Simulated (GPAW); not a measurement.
WS2 (Tungstenite):

```
CELL_PARAMETERS angstrom
3.18000 0.00000 0.00000
-1.59000 2.75396 0.00000
0.00000 0.00000 12.50000
ATOMIC_POSITIONS crystal
W 0.66667 0.33333 0.75000
W 0.33333 0.66667 0.25000
S 0.66667 0.33333 0.37500
S 0.33333 0.66667 0.87500
S 0.66667 0.33333 0.12500
S 0.33333 0.66667 0.62500
```

Program: GPAW 26.7.0. Alike in all runs: cell as given; cutoff (eV) 600; smearing fermi-dirac 0.05 eV.

Q: Order these runs on this cell by their pressure, lowest first.
A. level BLYP; potentials or basis PAW data sets generated in the run's folder for this functional, pw; spin SOC, no magnetisation; k mesh 6 × 6 × 2; band path GMKGALHA,LM,KH; band points 100; eigensolver davidson; spin axis theta (degrees) 0
B. level PBE+U; potentials or basis GPAW PAW data sets (gpaw-data 1.2.1), pw; spin off; U W d U = 6 eV; k mesh 6 × 6 × 2; band path GMKGALHA,LM,KH; band points 80
C. level LDA; potentials or basis JTH PAW 2.0, LDA, pw; spin off; k mesh 6 × 6 × 2; band path GMKGALHA,LM,KH; band points 60; data set S jth, W jth
D. level PBEsol; potentials or basis PAW data sets generated in the run's folder for this functional, pw; spin off; k mesh 10 × 10 × 3
E. level PBE; potentials or basis GPAW PAW data sets (gpaw-data 1.2.1), pw; spin off; k mesh 10 × 10 × 3

A: C (-6.1 GPa), D (-2.8 GPa), E (2.3 GPa), B (5.4 GPa), A (8.8 GPa).

Caveats: this functional lacks dispersion, which binds the layers, so the pressure and a relaxed spacing across them are unreliable (some runs); the program truncates these outside data sets (some runs); spin-orbit coupling was added after a scalar SCF, so levels and gaps hold it while energy, forces, pressure and moments don't (some runs).

Not every run made on this cell is shown here.
